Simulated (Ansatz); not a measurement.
Cu: equation of state with PBE

Cu:

```xyz
4
Lattice="2.5308 0.0000 0.0000 -1.2654 2.1917 0.0000 0.0000 0.0000 8.2618" Properties=species:S:1:pos:R:3 pbc="T T T"
Cu    1.2654    0.7306    6.1964
Cu    0.0000    0.0000    4.1309
Cu    0.0000    1.4611    2.0655
Cu    0.0000    0.0000    0.0000
```

This isn't the form of Cu at room conditions, which is fcc.

- Program: Ansatz 0.2.0
- Task: equation of state
- Functional: PBE
- Potentials or basis: Ansatz PAW
- Cutoff: 420 eV
- Density cutoff: 1680 eV
- k mesh: 12 × 12 × 4
- Occupations: fermi-dirac, width 0.05 eV
- Spin: no spin polarisation

```
Equilibrium volume                        : 11.97 Å³/atom
Bulk modulus at fixed shape and positions : 140 GPa
Pressure derivative of the bulk modulus   : 5.0
```

Energy against volume, from the lowest point:
```csv
volume (Å³/atom),energy (meV/atom)
10.769,64.97
10.998,40.73
11.227,22.76
11.456,10.38
11.686,2.97
11.915,0.00
12.144,0.96
```

All runs of the series together: 21 s on 2 threads of Arm Neoverse V2, with other jobs on the host.

Caveat: the cell was scaled at fixed shape and fractional positions, which overstates the stiffness of a crystal with free parameters, most of all of layers and chains.
